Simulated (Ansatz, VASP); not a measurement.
This is a calculation of WC (Qusongite) for Ansatz 0.2.0.

Contents of input.yaml:

```yaml
crystal:
  lattice:
    - [2.9065, 0.0, 0.0]
    - [-1.45325, 2.5171028361, 0.0]
    - [0.0, 0.0, 2.8366]
  atoms:
    - { symbol: W, position: [0.0, 0.0, 0.0] }
    - { symbol: C, position: [0.6666666667, 0.3333333333, 0.5] }
hamiltonian:
  xc: pbe
  pseudopotentials: { kind: paw }
kpoints:
  mp_grid: { grid: [9, 9, 8] }
scf:
  occupations: { method: fermi_dirac, width: 0.05 }
output:
  forces: true
  stress: true
  eigenvalues: true
```

Potentials or basis: Ansatz PAW.

Launch:

```console
$ ansatz run input.yaml --threads 2 --pin off --max-ram 5632MiB --backend cpu --events-out ev --progress --plain --runs-dir out
```

**Question.** Translate it to VASP 6.6.1. Potentials there: VASP PAW PBE potentials, release 64 (W_sv, C).

**Answer.** As run (the cutoff follows the program's own potentials):

The input INCAR:

```
ALGO = Normal
EDIFF = 1E-6
ENCUT = 520
GGA = PE
ISIF = 2
ISMEAR = -1
LASPH = T
LCHARG = F
LREAL = F
LWAVE = F
NBANDS = 16
NELM = 80
PREC = Accurate
SIGMA = 0.05
```

Contents of KPOINTS:

```
k-points
0
Gamma
  9 9 8
```

The input POSCAR:

```
WC
1.0
    2.9065000000      0.0000000000      0.0000000000
   -1.4532500000      2.5171028361      0.0000000000
    0.0000000000      0.0000000000      2.8366000000
W C
1 1
Direct
    0.0000000000      0.0000000000      0.0000000000
    0.6666666667      0.3333333333      0.5000000000
```

Potentials or basis: VASP PAW PBE potentials, release 64 (W_sv, C).

Launch:

```sh
$ cat potpaw_PBE.64/W_sv/POTCAR potpaw_PBE.64/C/POTCAR > POTCAR
$ mpirun -np 1 vasp_std > vasp.out
```

Both were run:

|  | VASP | Ansatz | Ansatz less VASP |
| --- | --- | --- | --- |
| gap on the k mesh at the Fermi level (eV) | none | none | - |
| pressure (GPa) | 6.8 | 5.7 | -1.14 |
| largest component of the traceless stress (GPa) | 0.33 | 0.53 | +0.209 |

A gap of «none» marks a metal or a gap that the smearing closes.

Caveats: the pressure holds a Pulay correction of +0.3 GPa for the finite cutoff (Ansatz). The runs have no spin-orbit coupling, so splittings on W are missing.
